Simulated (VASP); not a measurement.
Write the native input for VASP 6.6.1 that does the following.

| Property | Result |
| --- | --- |
| Task | relaxation of cell and atoms |
| Functional | PBE |
| Dispersion | D3(BJ) |
| Potentials or basis | VASP PAW PBE potentials, release 64 (Mg, Sb) |
| Cutoff | 600 eV |
| k mesh | 9 × 9 × 5 |
| Occupations | gaussian, width 0.03 eV |
| Spin | no spin polarisation |
| Further INCAR settings | ALGO = Normal; EDIFF = 1e-06; IBRION = 2; EDIFFG = -0.01; NSW = 90; ISIF = 3 |

The structure of Mg3Sb2 lies in POSCAR:

```
Mg3Sb2
1.0
    4.5820000000      0.0000000000      0.0000000000
   -2.2910000000      3.9681284001      0.0000000000
    0.0000000000      0.0000000000      7.2440000000
Mg Sb
3 2
Direct
    0.3333333333      0.6666666667      0.6300000000
    0.6666666667      0.3333333333      0.3700000000
    0.0000000000      0.0000000000      0.0000000000
    0.3333333333      0.6666666667      0.2350000000
    0.6666666667      0.3333333333      0.7650000000
```

These files were run (other wordings do the same):

INCAR

```
SYSTEM = Mg3Sb2
PREC = Accurate
ENCUT = 600
EDIFF = 1E-6
ISMEAR = 0
SIGMA = 0.03
LREAL = .FALSE.
LASPH = .TRUE.
NELM = 80
ALGO = Normal
ISIF = 3
LWAVE = .FALSE.
LCHARG = .FALSE.
GGA = PE
IVDW = 12
IBRION = 2
NSW = 90
EDIFFG = -0.01
```

KPOINTS

```
regular mesh
0
G
  9 9 5
  0 0 0
```

Potentials or basis: VASP PAW PBE potentials, release 64 (Mg, Sb).

Launch:

```bash
$ cat potpaw_PBE.64/Mg/POTCAR potpaw_PBE.64/Sb/POTCAR > POTCAR
$ mpirun -np 1 vasp_std > vasp.out
```

Results of the run:

```json
{"Relaxed volume": "25.30 Å³/atom", "Relaxed cell": "a = 4.522 Å, b = 4.522 Å, c = 7.141 Å, α = 90.00°, β = 90.00°, γ = 120.00°", "Space group after relaxing (to 0.05 Å)": "P-3m1 (No. 164)", "Energy gained by relaxing": "13.5 meV/atom", "Ionic steps": "10", "Pressure after relaxing": "0.0 GPa", "Largest force after relaxing": "0.008 eV/Å", "Band gap on the k mesh": "0.18 eV, indirect (least direct gap 1.23 eV)", "Dispersion energy per atom": "-0.361 eV"}
```

Caveat: spin-orbit coupling is left out, which moves the levels of the heavy elements; an odd mesh through Γ misses points on the zone boundary, where band edges often lie.

Run time: 5.8 min on 1 thread of Intel(R) Xeon(R) Platinum 8559C (Emerald Rapids), on a shared host, peak memory 0.39 GiB.
